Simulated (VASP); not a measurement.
Rh under changes of volume

One of the cells (13.945 Å³/atom); the others are scaled copies at fixed shape and fractional positions:

```
CELL_PARAMETERS angstrom
0.00000 1.91042 1.91042
1.91042 0.00000 1.91042
1.91042 1.91042 0.00000
ATOMIC_POSITIONS crystal
Rh 0.00000 0.00000 0.00000
```

* Program: VASP 6.6.1
* Functional: PBEsol
* Potentials or basis: VASP PAW PBE potentials, release 64 (Rh_pv)
* Cutoff: 520 eV
* k mesh: 12 × 12 × 12
* Occupations: fermi-dirac, width 0.05 eV
* Spin: no spin polarisation

| volume (Å³/atom) | energy over the lowest point (meV/atom) | pressure (GPa) |
| --- | --- | --- |
| 12.851 | 30.59 | 16.3 |
| 13.125 | 9.23 | 8.8 |
| 13.398 | 0.00 | 2.1 |
| 13.945 | ? | ? |
| 14.218 | 31.89 | -13.6 |
| 14.492 | 58.61 | -17.7 |

**Question.** What does the run at 13.945 Å³/atom give?

**Answer.** Energy over the lowest point 12.52 meV/atom; pressure -9.0 GPa.

Worked out: A Birch-Murnaghan fit of order 3 (a polynomial in V^(-2/3)) to the other rows has its minimum at 13.49 Å³/atom with B0 = V·E''(V) = 297 GPa and B' = 5.2. It gives 12.57 meV/atom at 13.945 Å³/atom, against the run's 12.52, and -dE/dV = -9.0 GPa, against -9.0.

Energies are extrapolated to zero smearing.

Caveats: the PAW data sets were made with another functional, which shifts forces and pressure a little.
